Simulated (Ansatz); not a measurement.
Base system: a 15-atom supercell of Sb₂Te₃ in the Bi2Te3 type structure (space group R-3m, No. 166) at its relaxed geometry.

```yaml
crystal:
  lattice:
    - [2.13805, 1.23440, 9.94161]
    - [-6.41415, 3.70321, 0.00000]
    - [0.00000, -7.40642, 0.00000]
  atoms:
    - { symbol: Sb, position: [0.19717, 0.73239, 0.06572] }
    - { symbol: Sb, position: [0.19717, 0.06572, 0.73239] }
    - { symbol: Sb, position: [0.19717, 0.39906, 0.39906] }
    - { symbol: Sb, position: [0.80283, 0.93428, 0.26761] }
    - { symbol: Sb, position: [0.80283, 0.26761, 0.93428] }
    - { symbol: Sb, position: [0.80283, 0.60094, 0.60094] }
    - { symbol: Te, position: [0.00000, 0.33333, 0.66667] }
    - { symbol: Te, position: [0.00000, 0.66667, 0.33333] }
    - { symbol: Te, position: [0.00000, 0.00000, 0.00000] }
    - { symbol: Te, position: [0.63050, 0.54350, 0.87683] }
    - { symbol: Te, position: [0.63050, 0.87683, 0.54350] }
    - { symbol: Te, position: [0.63050, 0.21017, 0.21017] }
    - { symbol: Te, position: [0.36950, 0.12317, 0.45650] }
    - { symbol: Te, position: [0.36950, 0.45650, 0.12317] }
    - { symbol: Te, position: [0.36950, 0.78983, 0.78983] }
```

Method: Ansatz (an electronic-structure program) PBE-D3(BJ), no SOC.

Before the change:

* **Pressure**: 0.00 GPa
* **Mean distance from the defect site to its nearest host atoms**: 315 pm

The change: a neutral Te vacancy, atoms relaxed at fixed cell, starting from a slightly rattled geometry.

### Question
What does the calculation give for the pressure, mean distance from the defect site to its nearest host atoms and largest displacement of a host atom from its site in the perfect cell after the change?

### Answer
The pressure goes from zero to -0.89 GPa; the mean distance from the defect site to its nearest host atoms shrinks by 17 pm (315 pm → 298 pm); the largest displacement of a host atom from its site in the perfect cell comes out as 0.81 Å.

In so small a cell the defect repeats every few ångströms: this is an ordered compound, not a dilute defect. The defect cell is not spin-polarised.
